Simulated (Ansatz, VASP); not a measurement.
This is a calculation of K for Ansatz 0.2.0.

input.yaml

```yaml
crystal:
  lattice:
    - [4.31043949, 0.0, 0.0]
    - [0.0, 4.31043949, 0.0]
    - [0.0, 0.0, 4.31043949]
  atoms:
    - { symbol: K, position: [0.0, 0.0, 0.0] }
hamiltonian:
  xc: pbe
  pseudopotentials: { kind: paw }
kpoints:
  mp_grid: { grid: [6, 6, 6] }
scf:
  occupations: { method: gaussian, width: 0.05 }
output:
  forces: true
  stress: true
  eigenvalues: true
```

Potentials or basis: Ansatz PAW.

Run with:

```console
$ ansatz run input.yaml --threads 2 --pin off --max-ram 5632MiB --backend cpu --events-out ev --progress --plain --runs-dir out
```

Problem. Set up the same calculation for VASP 6.6.1. Potentials there: VASP PAW PBE potentials, release 64 (K_pv).

Solution. As run (the cutoff follows the program's own potentials):

run.py

```python
from ase.calculators.vasp import Vasp
from ase.dft.bandgap import bandgap
from ase.io import read

atoms = read('K.cif', primitive_cell=True, subtrans_included=False)
calc = Vasp(
    directory='calc',
    xc='pbe',
    pp='PBE',
    setups='minimal',
    prec='Accurate',
    encut=500,
    ediff=1e-06,
    ismear=0,
    sigma=0.05,
    lreal=False,
    lasph=True,
    nelm=60,
    algo='Normal',
    isif=2,
    lwave=False,
    lcharg=False,
    kpts=[6, 6, 6],
    gamma=True,
    nbands=10,
)
atoms.calc = calc

print('energy (eV):', atoms.get_potential_energy())
print('free energy (eV):', atoms.get_potential_energy(force_consistent=True))
print('forces (eV/A):')
print(atoms.get_forces())
print('stress (eV/A^3, Voigt):', atoms.get_stress())
print('Fermi level (eV):', calc.get_fermi_level())
gap, top, bottom = bandgap(calc)
print('band gap (eV):', gap, 'from (spin, k, band)', top, 'to', bottom)
```

K.cif

```cif
data_K
_cell_length_a 4.31043949
_cell_length_b 4.31043949
_cell_length_c 4.31043949
_cell_angle_alpha 90.00000000
_cell_angle_beta 90.00000000
_cell_angle_gamma 90.00000000
_space_group_name_H-M_alt 'Pm-3m'
_space_group_name_Hall '-P 4 2 3'
_space_group_IT_number 221
loop_
_space_group_symop_operation_xyz
'x,y,z'
'-x,-y,-z'
'-y,x,z'
'y,-x,-z'
'-x,-y,z'
'x,y,-z'
'y,-x,z'
'-y,x,-z'
'x,-y,-z'
'-x,y,z'
'-y,-x,-z'
'y,x,z'
'-x,y,-z'
'x,-y,z'
'y,x,-z'
'-y,-x,z'
'z,x,y'
'-z,-x,-y'
'z,-y,x'
'-z,y,-x'
'z,-x,-y'
'-z,x,y'
'z,y,-x'
'-z,-y,x'
'-z,x,-y'
'z,-x,y'
'-z,-y,-x'
'z,y,x'
'-z,-x,y'
'z,x,-y'
'-z,y,x'
'z,-y,-x'
'y,z,x'
'-y,-z,-x'
'x,z,-y'
'-x,-z,y'
'-y,z,-x'
'y,-z,x'
'-x,z,y'
'x,-z,-y'
'-y,-z,x'
'y,z,-x'
'-x,-z,-y'
'x,z,y'
'y,-z,-x'
'-y,z,x'
'x,-z,y'
'-x,z,-y'
loop_
_atom_site_label
_atom_site_type_symbol
_atom_site_symmetry_multiplicity
_atom_site_Wyckoff_symbol
_atom_site_fract_x
_atom_site_fract_y
_atom_site_fract_z
_atom_site_occupancy
K1 K 1 a 0.0000000000 0.0000000000 0.0000000000 1
```

Potentials or basis: VASP PAW PBE potentials, release 64 (K_pv).

Launch:

```sh
$ python run.py
```

Both were run:

|  | VASP | Ansatz | Ansatz less VASP |
| --- | --- | --- | --- |
| gap on the k mesh at the Fermi level (eV) | none | none | - |
| pressure (GPa) | 0.0 | 0.0 | 0.00 |

A gap of «none» marks a metal or a gap that the smearing closes. The two sets of potentials don't hold the same shells in valence.
